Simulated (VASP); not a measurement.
Wanted: the native input for a VASP 6.6.1 run.

```yaml
Task: relaxation of cell and atoms
Functional: PBE
Dispersion: D3(BJ)
Potentials_or_basis: VASP PAW PBE potentials, release 64 (Sn_d, S)
Cutoff: 600 eV
k_mesh: 9 × 9 × 5
Occupations: gaussian, width 0.03 eV
Spin: no spin polarisation
Further_INCAR_settings: ALGO = Normal; EDIFF = 1e-06; IBRION = 2; EDIFFG = -0.01; NSW = 90; ISIF = 3
```

The structure of SnS2 (Berndtite-2T) lies in POSCAR:

```
SnS2
1.0
    3.6390000000      0.0000000000      0.0000000000
   -1.8195000000      3.1514664444      0.0000000000
    0.0000000000      0.0000000000      5.8680000000
Sn S
1 2
Direct
    0.0000000000      0.0000000000      0.0000000000
    0.3333333333      0.6666666667      0.2500000000
    0.6666666667      0.3333333333      0.7500000000
```

These files were run (other wordings do the same):

INCAR

```
PREC = Accurate
ENCUT = 600
EDIFF = 1E-6
ISMEAR = 0
SIGMA = 0.03
LREAL = False
LASPH = True
NELM = 80
ALGO = Normal
ISIF = 3
LWAVE = False
LCHARG = False
GGA = PE
IVDW = 12
IBRION = 2
NSW = 90
EDIFFG = -0.01
KPAR = 2
```

KPOINTS

```
Automatic mesh
0
Gamma
  9 9 5
```

Potentials or basis: VASP PAW PBE potentials, release 64 (Sn_d, S).

The run is started by

```bash
$ cat potpaw_PBE.64/Sn_d/POTCAR potpaw_PBE.64/S/POTCAR > POTCAR
$ mpirun -np 2 vasp_std > vasp.out
```

It gave:

The relaxed volume is 22.57 Å³/atom. The relaxed cell is a = 3.667 Å, b = 3.667 Å, c = 5.813 Å, α = 90.00°, β = 90.00°, γ = 120.00° and the space group after relaxing (to 0.05 Å) is P-3m1 (No. 164). The energy gained by relaxing is 3.1 meV/atom, the ionic steps are 14 and the pressure after relaxing is 0.0 GPa. The band gap on the k mesh is 1.31 eV, indirect (least direct gap 1.75 eV). The dispersion energy per atom is -0.328 eV.

Caveat: spin-orbit coupling is left out, which moves the levels of the heavy elements; an odd mesh through Γ misses points on the zone boundary, where band edges often lie.

Wall time 2.7 min on 2 MPI ranks on AMD EPYC 7R13 Processor (Zen 3), on a shared host, peak memory 0.23 GiB a rank.
